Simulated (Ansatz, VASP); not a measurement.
**Two plane-wave programs on F**

The input INCAR:

```
SYSTEM = F
  PREC = Accurate
  ENCUT = 520
  EDIFF = 1E-6
  ISMEAR = 0
  SIGMA = 0.02
  LREAL = .False.
  LASPH = .True.
  NELM = 80
  ALGO = Fast
  ISIF = 2
  LWAVE = .False.
  LCHARG = .False.
  GGA = PS
  NBANDS = 22
```

KPOINTS

```
regular mesh
0
Gamma
  10 10 4
  0 0 0
```

POSCAR

```
F
1.0
    2.7136525000     -1.5934624000      0.0080456000
    2.7792525000      1.7034624000     -0.0265256000
   -1.5566512816     -0.1057011506      7.0565740185
F
4
Direct
    1.0035570740      0.5652177413      0.0921774398
    0.4003058455      0.0138570591      0.3980149532
   -0.0035570740      0.4347822587      0.9078225602
    0.5996941545      0.9861429409      0.6019850468
```

Input for Ansatz:

```yaml
crystal:
  lattice:
    - [2.7136525, -1.5934624, 0.0080456]
    - [2.7792525, 1.7034624, -0.0265256]
    - [-1.5566512816, -0.1057011506, 7.0565740185]
  atoms:
    - { symbol: F, position: [1.003557074, 0.5652177413, 0.0921774398] }
    - { symbol: F, position: [0.4003058455, 0.0138570591, 0.3980149532] }
    - { symbol: F, position: [-0.003557074, 0.4347822587, 0.9078225602] }
    - { symbol: F, position: [0.5996941545, 0.9861429409, 0.6019850468] }
basis:
  ecutwfc: 420
kpoints:
  mp_grid: { grid: [10, 10, 4] }
hamiltonian:
  xc: pbesol
scf:
  occupations: { method: gaussian, width: 0.02 }
output:
  forces: true
  stress: true
  eigenvalues: true
  populations: true
```

Alike in both runs: task single point; functional PBEsol; k mesh 10 × 10 × 4; occupations gaussian, width 0.02 eV; no spin polarisation.

```csv
,VASP,Ansatz
version,VASP 6.6.1,Ansatz 0.2.0
potentials or method,"VASP PAW PBE potentials, release 64 (F)","scalar-relativistic, plane waves, PAW"
plane-wave cutoff (eV),520,420
valence electrons in the cell,28,28
```

Ansatz gave:

| Property | Result |
| --- | --- |
| gap on the k mesh at the Fermi level (eV) | 1.78 |
| least direct gap on the mesh (eV) | 1.78 |
| pressure (GPa) | 1.6 |
| largest component of the traceless stress (GPa) | 4.52 |
| rms of the force components (eV/Å) | 1.980 |

Problem. What did VASP give for the same quantities?

Solution. gap on the k mesh at the Fermi level (eV): 1.75; least direct gap on the mesh (eV): 1.75; pressure (GPa): 2.1; largest component of the traceless stress (GPa): 4.77; rms of the force components (eV/Å): 2.185.

Atom by atom the forces differ by 0.309 eV/Å (rms over components).

Caveats: the PAW data sets were made with another functional, which shifts forces and pressure a little (VASP). A k mesh can miss the band edges.
